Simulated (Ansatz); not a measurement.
Relaxed LaAlO3 (R-3c-perovskite type, space group R-3c):

```
LaAlO3
1.0
    2.70656     1.56263     4.39782
   -2.70656     1.56263     4.39782
    0.00000    -3.12526     4.39782
La Al O
2 2 6
Direct
  0.25000   0.25000   0.25000
  0.75000   0.75000   0.75000
  0.00000   0.00000   0.00000
  0.50000   0.50000   0.50000
  0.78890   0.71110   0.25000
  0.25000   0.78890   0.71110
  0.71110   0.25000   0.78890
  0.21110   0.28890   0.75000
  0.75000   0.21110   0.28890
  0.28890   0.75000   0.21110
```

A phonon eigenvector at Γ is frozen into this cell: atom i moves by Q times the vector below, so Q is the largest atomic displacement, in Å. The cell is held.

```tsv
atom	x	y	z
Al3	0.000	0.000	-1.000
Al4	0.000	0.000	1.000
O5	0.107	0.000	0.000
O6	-0.054	0.093	0.000
O7	-0.054	-0.093	0.000
O8	0.107	0.000	0.000
O9	-0.054	0.093	0.000
O10	-0.054	-0.093	0.000
```

Atoms not listed stay in place.

Method: PBE (plane waves to 420 eV, PAW, scalar-relativistic; Ansatz, a first-principles code). k mesh 8×8×8 (Γ-centred), Fermi-Dirac smearing 0.05 eV. E stands for the smeared free energy. LaAlO3 is run without spin polarisation. LaAlO3 was relaxed with its symmetry unable to fall. ΔE is measured from the undisplaced structure.

| Q (Å) | ΔE (meV/cell) |
|---|---|
| -0.1000 | 223.5 |
| -0.0833 | 155.3 |
| -0.0667 | withheld |
| -0.0500 | 55.9 |
| -0.0333 | 24.9 |
| -0.0167 | 6.2 |
| 0.0000 | 0.0 |
| 0.0167 | 6.2 |
| 0.0333 | 24.9 |
| 0.0500 | 55.9 |
| 0.0667 | withheld |
| 0.0833 | 155.3 |
| 0.1000 | 223.5 |

Task: Fit an even polynomial form (powers 2, 4) to the given rows and predict ΔE at Q = -0.0667.

Result: Least squares on the 11 given rows: ΔE = (22410)·Q² + (-6124)·Q⁴, in meV/cell with Q in Å; root-mean-square residual 0.06 meV/cell. At -0.0667 the fit gives 99.6 meV/cell; the calculation gives 99.4 meV/cell, so the interpolation is off by 0.2 (+0.2 %). The quadratic term alone would give 99.7 meV/cell.

(A displaced cell: forces are minus the slopes of the energy, force constants its curvatures, and phonons follow from these.)
